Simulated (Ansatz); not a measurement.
Born–Oppenheimer molecular dynamics of a periodic cell of 12 atoms, CaF$_{2}$ (start crystal CaF2, start structure Fm-3m, volume 1.1 times the crystal's). It starts from a structure without forces on its atoms.

Theory: DFT PBEsol, scalar-relativistic, plane waves, PAW (Ansatz 0.2.0). Settings: PAW set soft_1, cutoff 420 eV, k mesh 2x2x2, fermi-dirac smearing 0.3 eV, no spin polarisation.

```yaml
ensemble: NVT, Langevin thermostat
time_step: 2 fs
steps_asked: 540
set_temperature: 300 K
friction: 0.02 /fs
temperature_schedule: 540 steps to 3500 K
seed: 938859
```

First frame:

```xyz
12
Lattice="5.5334 0.0000 0.0000 0.0000 5.5334 0.0000 0.0000 0.0000 5.5334" Properties=species:S:1:pos:R:3
Ca 0.000 0.000 0.000
F 1.383 1.383 1.383
F 4.150 4.150 4.150
Ca 2.767 2.767 0.000
F 4.150 4.150 1.383
F 1.383 1.383 4.150
Ca 2.767 0.000 2.767
F 4.150 1.383 4.150
F 1.383 4.150 1.383
Ca 0.000 2.767 2.767
F 1.383 4.150 4.150
F 4.150 1.383 1.383
```

(1) What does the run give?

(2) What happens to the structure?

(3) How do temperature and energy run in time?

Answers

(1) All steps were run.

```
steps done                                               : 540
time covered                                             : 1080 fs
mean temperature over the second half                    : 2525 K
spread of the potential energy over the second half      : 93.5 meV per atom
mean potential energy of the second half above the start : 334.1 meV per atom
```

The schedule's set-point averaged 2700 K over the second half and the system 2525 K. A run of 1.1 ps of so small a system gives no equilibrium averages. Limits of this set-up: coarse k mesh, PAW files made for another functional.

(2) Mean squared displacements from the first frame to the last, about the centre of mass: Ca 0.34 Å², F 1.93 Å². Another seed would give other details.

(3) 
| time (fs) | T (K) | potential energy less start (eV) |
| --- | --- | --- |
| 0 | 275 | 0.000 |
| 90 | 354 | 0.582 |
| 180 | 841 | 0.859 |
| 270 | 1351 | 1.691 |
| 360 | 1105 | 1.814 |
| 450 | 1412 | 2.059 |
| 540 | 1844 | 1.769 |
| 630 | 1834 | 2.828 |
| 720 | 2624 | 4.100 |
| 810 | 2883 | 3.744 |
| 900 | 3339 | 6.057 |
| 990 | 2808 | 4.550 |
| 1080 | 2732 | 5.027 |

The run took 36 min on 1 thread of Arm Neoverse V2 (shared host), peak memory 0.47 GiB.
